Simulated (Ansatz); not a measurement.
A (111) slab of relaxed bulk Ir (Fm-3m, 14.50 Å³/atom, gap on the mesh 0.00 eV), 4 planes in a 6×1 cell with the lowest 2 held; added atoms sit on lattice sites of the next plane. A dipole correction is on. The surface energy is the mean of the held and the free face; step energies are per length and the mean of the stripe's two steps, which run along the shortest translation of the plane; step and island energies count from the flat slab and bulk atoms.

Computed with DFT PBE, scalar-relativistic, plane waves, PAW (Ansatz 0.2.0).

Cutoff 420 eV, Gaussian smearing of 0.10 eV, energies at zero smearing, symmetry of each start kept, no spin polarisation.

| start | atoms | k mesh | surface energy (J/m²) | step energy (meV/Å) |
| --- | --- | --- | --- | --- |
| flat slab | 24 | 2×12×1 | 2.30 | - |
| stripe of 2 atoms | 26 | 2×12×1 | - | 260 |
| stripe of 3 atoms | 27 | 2×12×1 | - | 247 |

Zero in every row: gap on the mesh (eV).

Spin-orbit coupling is left out, which matters for the bands of heavy elements.

Small energy differences in metals hang on the k mesh (about 10 mJ/m² or 1 to 2 meV/atom on the mesh of the relaxation).